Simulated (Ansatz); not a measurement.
Crystal: Yb.

```xyz
2
Lattice="3.8799 0.0000 0.0000 -1.9400 3.3601 0.0000 0.0000 0.0000 6.3859" Properties=species:S:1:pos:R:3 pbc="T T T"
Yb    1.9400    1.1200    4.7894
Yb    0.0000    2.2401    1.5965
```

This isn't the form of Yb at room conditions, which is fcc.

* Program: Ansatz 0.2.0
* Task: single point
* Functional: PBEsol
* Potentials or basis: all-electron LAPW, scalar-relativistic
* Cutoff: 171 eV (chosen from the basis error)
* Basis error allowed: 0.001 eV/atom
* k mesh: 8 × 8 × 4
* Occupations: fermi-dirac, width 0.05 eV
* Spin: collinear spin, ferromagnetic start
* Starting moments: [1.0, 1.0] μB

On this cell: pressure -3.3 GPa; largest force under 0.003 eV/Å; net moment 0.00 μB per cell; band gap on the k mesh none (metal or under the smearing width).

The same run follows on a disturbed copy (atoms moved at random, drawn with an rms of 0.05 Å):

```
Yb
1.0
     3.87990    0.00000    0.00000
    -1.93995    3.36009    0.00000
     0.00000    0.00000    6.38590
Yb
2
Cartesian
  1.9646 1.1525 4.8022
  0.0182 2.2135 1.6263
```

Task: What changes?

Result: The energy (extrapolated to zero smearing) moves by +0.4 meV/atom; pressure -3.3 GPa; largest force 0.029 eV/Å; net moment 0.00 μB per cell; band gap on the k mesh none (metal or under the smearing width).

Forces in eV/Å, atoms in the order of the input:
```
Yb  -0.003 -0.021  0.020
Yb   0.003  0.021 -0.020
```

Stress tensor (GPa, compression positive):
```
-3.20  0.01  0.00
 0.01 -3.40  0.00
 0.00  0.00 -3.24
```

Caveats: an open f shell can end in a state above the lowest; spin-orbit coupling is left out, which moves the levels of the heavy elements; the starting moments weren't kept.

The runs don't all hold the same shells in valence.
